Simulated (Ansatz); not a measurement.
## BN: energy along a strain

BN, P6_3mc, a = 2.555 Å, c = 4.225 Å. This isn't the usual stable structure of the compound. Ansatz: PBE, PAW, 420 eV, Γ-centred 12×12×6 mesh on 4 atoms, Gaussian smearing 0.05 eV; no spin polarisation. Cell vectors (Å): 2.555 0.000 0.000; -1.277 2.212 0.000; 0.000 0.000 4.225. The cell is strained by x per cent times the pattern (1 1 0 0 0 0) in the order xx yy zz yz xz xy (engineering shears), with fractional coordinates held. y is the free energy over the start, V0 = 5.969 Å³/atom.

```
x (%) y (meV/atom)
-6.00             ?
-4.50         89.31
-3.00         38.13
-1.50          9.16
 0.00          0.00
 1.50          8.51
 3.00         32.65
 4.50         70.70
 5.25         94.40
 6.00        120.97
```

Task: Fit y = c2 x² + c3 x³ to the other rows, get the stiffness along the pattern, and predict the missing energy.

Result: Least squares on the rows shown. y = 3.9535 x² − 0.099986 x³. The clamped-ion stiffness p·C·p = 2 × 39.53 eV × 160.2 / 5.969 Å³ = 2122 GPa. At x = -6.00 the fit asked for gives 163.92 meV/atom. The run gave 165.37 meV/atom, so the fit is 1.45 meV/atom too low, 0.88 % of the span of the series, against an rms of 0.17 meV/atom on the fitted rows. The row lies outside the fitted range. With a term in x⁴ added, a fit to the same known rows predicts 165.09 meV/atom, so most of the miss is curvature that the known rows already hold.